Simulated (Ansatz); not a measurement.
## Structures of TePb: which is lowest?

Plane-wave DFT in Ansatz with scalar-relativistic PAW potentials, cutoff 420 eV, Γ-centred meshes chosen by cell and gap, Gaussian smearing with energies taken to zero width. Every cell was relaxed (cell and atoms) in a run of its own, within the symmetry of its start. Functional: PBE+D3(BJ).

Relaxed structures (starts from databases or built by putting these elements on another compound's sites):
A. Pm-3m, 2 atoms in the computed cell, a = 3.927 Å; sites (symmetry × multiplicity) Te m-3m × 1, Pb m-3m × 1; start: database
B. Fm-3m, 2 atoms in the computed cell, a = 6.472 Å; sites (symmetry × multiplicity) Te m-3m × 4, Pb m-3m × 4; start: database

Question: Rank them by energy. Could pressure change the order?

Answer:
| structure | group | E − E(lowest) (meV/atom) | V (Å³/atom) | gap on mesh (eV) |
| --- | --- | --- | --- | --- |
| B | Fm-3m | 0.0 | 33.89 | 0.74 |
| A | Pm-3m | 185 | 30.27 | 0.00 |

B is lowest, 185 meV/atom under A. A is denser by 3.62 Å³/atom, so pressure favours it: ΔE/ΔV, with ΔE in eV and 1 eV/Å³ = 160.2 GPa, gives about 8 GPa for equal enthalpy if both cells were rigid, a rough figure since the two compress differently. Other structures may lie lower than all of these, and vibrations aren't counted.

Spin-orbit coupling is left out, which matters for the bands of heavy elements. An atom lies near a switch of its D3 coefficient C6 between reference coordination numbers, so the dispersion energy changes steeply there and can make or shift the minimum. For Tl, Pb and Bi spin-orbit coupling shifts energies too.